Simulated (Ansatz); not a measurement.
# Al/MgO/V: predicting the conductance of a thicker barrier

How it was computed: Ansatz 0.2.0, plane waves with PAW datasets, PBE. Interfaces are relaxed in a short slab (with D3(BJ) where the barrier is layered), set between ideal electrode layers that go on as semi-infinite leads, and the zero-bias conductance G at 300 K comes from T(E) on a typed mesh. The error is the largest of the program's estimates from energy step, mesh, the leads' potential steps and neutrality; its separate bound for narrow resonances between the energies solved isn't counted and can be far larger. The lower electrode is Al (fcc 001), the upper V (bcc 001) and the barrier MgO (rock salt 001), on a net of side 3.005 Å; d is the distance between the electrodes' last planes.

Runs in hand:

| planes in the barrier | d (Å) | G (S/m²) | error (%) | lead step (meV) |
| --- | --- | --- | --- | --- |
| 2 | 7.10 | 1.01e13 | 10 | 26 |
| 3 | 9.25 | 4.96e11 | 16 | 26 |
| 4 | 11.40 | 2.72e10 | 16 | 26 |
| 5 | 13.55 | 2.11e9 | 23 | 26 |
| 6 | 15.71 | 1.81e8 | 40 | 26 |
| 7 | 17.86 | 2.14e7 | 57 | 26 |

Q: A further run has 9 planes, d = 22.16 Å. Fit G ∝ exp(−βd) to the rows shown and predict its conductance.

A: Take y = ln G: 29.94, 26.93, 24.03, 21.47, 19.01 and 16.88. The means are d = 12.48 Å and y = 23.04; Σ(Δd Δy) = −98.57 and Σ(Δd)² = 81.07, so the slope is −1.216 Å⁻¹ (β = 1.216 Å⁻¹). At d = 22.16 Å, y = 23.04 − 1.216 × 9.68 = 11.27, or G = 7.85e4 S/m².

What the calculation gave: The run gave 7.66e5 S/m², with an error estimate of 75 % and a lead step of 26 meV. The prediction is 0.103 times that, too low by a factor of 9.8. Step by step the slopes are 1.40, 1.35, 1.19, 1.14, 0.99 and 0.77 Å⁻¹, falling with thickness. How much of this is a real bend and how much error of the rows wasn't traced.

Caveats: The interfaces are ideal, one cell wide, strained to a common net and relaxed from one registry with their symmetry kept. PBE's gaps are too small, so true decay constants are likely larger where the Fermi level lies deep in a gap. No spin-orbit coupling, phonons, disorder or image charges enter. The rows shown are chosen by tests on error estimates (under 100 to 120 %), lead steps (under 150 meV, though the program warns over 25), intact interfaces and, for fits, a steady trend in the rows shown; the data set holds 414 series of this kind, and not all pass.
